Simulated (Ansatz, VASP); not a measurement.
## One calculation of SnTe, two programs

```xyz
8
Lattice="4.5347 0.0000 0.0000 -2.2673 3.9271 0.0000 0.0000 0.0000 27.9589" Properties=species:S:1:pos:R:3 pbc="T T T"
Te    0.0000    2.6181    7.3715
Te    0.0000    0.0000   11.2716
Te    2.2673    1.3090   15.1652
Te    0.0000    2.6181   19.0578
Sn    2.2673    1.3090    8.8735
Sn    0.0000    2.6181   12.8022
Sn    0.0000    0.0000   16.6994
Sn    2.2673    1.3090   20.5942
```

Alike in both runs: functional PBE; k mesh 9 × 9 × 1; occupations gaussian, width 0.05 eV; no spin polarisation.

Ansatz relaxed the structure, and its values are those at the end. VASP's run is a single point on that final structure, the one shown.

|  | VASP | Ansatz |
| --- | --- | --- |
| version | VASP 6.6.1 | Ansatz 0.2.0 |
| potentials or method | VASP PAW PBE potentials, release 64 (Te, Sn_d) | scalar-relativistic, plane waves, PAW |
| plane-wave cutoff (eV) | 520 | 420 |
| valence electrons in the cell | 80 | 120 |

Ansatz gave:

| Quantity | Value |
| --- | --- |
| gap on the k mesh at the Fermi level (eV) | none |
| rms of the force components (eV/Å) | 0.002 |

Task: Which values does VASP return?

Result: gap on the k mesh at the Fermi level (eV): none; rms of the force components (eV/Å): 0.009.

A gap of «none» marks a metal or a gap that the smearing closes. The two sets of potentials don't hold the same shells in valence. Ansatz warned: «xc_potential_rough_in_thin_density».

The runs have no spin-orbit coupling, so splittings on Te are missing.
